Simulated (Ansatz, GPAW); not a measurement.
This is a calculation of HfO2 for GPAW 26.7.0 (ASE script). Measurements of this composition are mostly on another form, of space group No. 14.

Contents of run.py:

```python
from ase import Atoms
from ase.dft.bandgap import bandgap
from ase.io import write
from ase.units import Bohr, GPa
from gpaw import GPAW, PW
from gpaw.elf import elf_from_dft_calculation

atoms = Atoms(['Hf', 'O', 'O'],
              cell=[[0.0, 2.5575, 2.5575],
                    [2.5575, 0.0, 2.5575],
                    [2.5575, 2.5575, 0.0]],
              scaled_positions=[[0.0, 0.0, 0.0],
                                [0.75, 0.75, 0.75],
                                [0.25, 0.25, 0.25]],
              pbc=True)

calc = GPAW(mode=PW(800),
            xc='PBE',
            kpts={'size': (9, 9, 9), 'gamma': True},
            occupations={'name': 'methfessel-paxton', 'order': 0, 'width': 0.012},
            nbands=24,
            convergence={'density': 1e-05, 'energy': 1e-05},
            maxiter=150,
            txt='gpaw.txt')
atoms.calc = calc
energy = atoms.get_potential_energy()
forces = atoms.get_forces()
stress = atoms.get_stress()
calc.write('gs.gpw')
write('result.traj', atoms)
print(f'Energy: {energy:.6f} eV')
print('Forces (eV/A):')
print(forces.round(4))
print('Stress (GPa):', (stress / GPa).round(3))
print('Fermi level:', round(calc.get_fermi_level(), 4), 'eV')
print(f'Gap: {bandgap(calc)[0]:.4f} eV, direct: {bandgap(calc, direct=True)[0]:.4f} eV')

# fields on the real-space grid
write('density.cube', atoms, data=calc.get_pseudo_density() * Bohr**3)
write('potential.cube', atoms, data=calc.get_electrostatic_potential())
write('elf.cube', atoms, data=elf_from_dft_calculation(calc).data)
```

Potentials or basis: GPAW PAW data sets (gpaw-data 1.2.1), pw.

Run with:

```console
$ OMP_NUM_THREADS=1 python run.py
```

Problem. Set up the same calculation for Ansatz 0.2.0. Potentials or basis there: Ansatz PAW, cutoff 420 eV.

Solution. As run (cutoffs and basis follow the program's own potentials, and thresholds, step limits or extra output files can differ):

Contents of input.yaml:

```yaml
crystal:
  lattice:
    - [0.0, 2.5575, 2.5575]
    - [2.5575, 0.0, 2.5575]
    - [2.5575, 2.5575, 0.0]
  atoms:
    - { symbol: Hf, position: [0.0, 0.0, 0.0] }
    - { symbol: O, position: [0.75, 0.75, 0.75] }
    - { symbol: O, position: [0.25, 0.25, 0.25] }
hamiltonian:
  xc: pbe
  pseudopotentials: { kind: paw }
kpoints:
  mp_grid: { grid: [9, 9, 9] }
scf:
  occupations: { method: gaussian, width: 0.012 }
output:
  forces: true
  stress: true
  eigenvalues: true
```

Potentials or basis: Ansatz PAW.

Run with:

```bash
$ ansatz run input.yaml --threads 2 --pin off --max-ram 5632MiB --backend cpu --events-out ev --progress --plain --runs-dir out
```

Both were run:

|  | GPAW | Ansatz |
| --- | --- | --- |
| Pressure | -2.8 GPa | -2.5 GPa |

Ansatz's pressure holds a Pulay term of +0.86 GPa for its cutoff of 420 eV, which the other run lacks.

The potentials hold 24 and 38 valence electrons a cell.

Where Ansatz's input types no cutoff or centring, it takes its own default and a Γ-centred mesh.

Pressure is positive in compression.
